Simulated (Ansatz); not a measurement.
**Hf4O3 and its competing phases**

The calculation used DFT PBE, scalar-relativistic, plane waves, PAW in Ansatz. All cells share a 420 eV cutoff and Γ-centred k meshes spaced about 0.3 Å⁻¹ or finer (0.25 for metals, 2π included). No spin polarisation.

Energies over the elements count from the elements' standard structures at the same level (O₂ as a molecule), with no fitted energy shifts.

These are static total energies at zero pressure. Spin–orbit coupling, which can matter for Hf, is left out.

The competitors are the elements and 1 reference phase of this chemical system (from databases or known types: HfO2), relaxed at the same level; other known phases may be missing.

The candidate was reached from: Ti4H3 type (P-42m).

```cif
data_structure
_symmetry_space_group_name_H-M 'P-42m'
_symmetry_Int_Tables_number 111
_cell_length_a 4.8017
_cell_length_b 4.8017
_cell_length_c 5.0552
_cell_angle_alpha 90.000
_cell_angle_beta 90.000
_cell_angle_gamma 90.000
_cell_volume 116.55
loop_
_atom_site_label
_atom_site_type_symbol
_atom_site_symmetry_multiplicity
_atom_site_Wyckoff_symbol
_atom_site_fract_x
_atom_site_fract_y
_atom_site_fract_z
_atom_site_occupancy
Hf1 Hf 4 n 0.25063 0.25063 0.25170 1
O1 O 1 a 0.00000 0.00000 0.00000 1
O2 O 1 c 0.00000 0.00000 0.50000 1
O3 O 1 d 0.50000 0.50000 0.00000 1
```

The lowest competing mixture at this composition:

```csv
phase,space group,source,share of atoms,ΔE_f (eV/atom)
Hf,-,element,0.3571,-0.0012
HfO2,P2_1/c (No. 14),Materials Project,0.6429,-3.461
```

The lowest database cell of Hf (-0.0012) lies slightly below the reference, hence the non-zero entry.

Task: What are the hull's energy here, the candidate's formation energy and its margin?

Result: The hull lies at -2.226 eV/atom, the weighted sum of the last column. The candidate has -2.006 eV/atom, which is 0.22 eV/atom above it. The candidate matches no cell in the subsets of the Crystallography Open Database and the Materials Project at hand. A phase this far over the hull is unlikely to be made.
